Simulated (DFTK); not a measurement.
The system is KCl (Sylvite).

```
K Cl
1.0
     0.00000    3.14647    3.14647
     3.14647    0.00000    3.14647
     3.14647    3.14647    0.00000
K Cl
1 1
Direct
  0.00000 0.00000 0.00000
  0.50000 0.50000 0.50000
```

Base run:

```yaml
Program: DFTK 0.8.2
Functional: PBE
Potentials_or_basis: SG15 1.2 (PBE)
Cutoff: 952 eV
k_mesh: 7 × 7 × 7
Occupations: fermi-dirac, width 0.05 eV
Spin: no spin polarisation
```

Its results: band gap on the k mesh 5.19 eV, direct; pressure 0.7 GPa.

Question: The run is repeated on the same cell with these changes: functional from PBE to TASK; cutoff from 952 eV to 1225 eV; k mesh from 7 × 7 × 7 to 5 × 5 × 5. What comes out?

Answer: Band gap on the k mesh 8.49 eV, direct; pressure 6.5 GPa.

Several settings changed at once, so the effect can't be laid on one alone.

Caveats: the potentials were made for another functional, which shifts forces and pressure (some runs).

Not every run made on this cell is shown here.
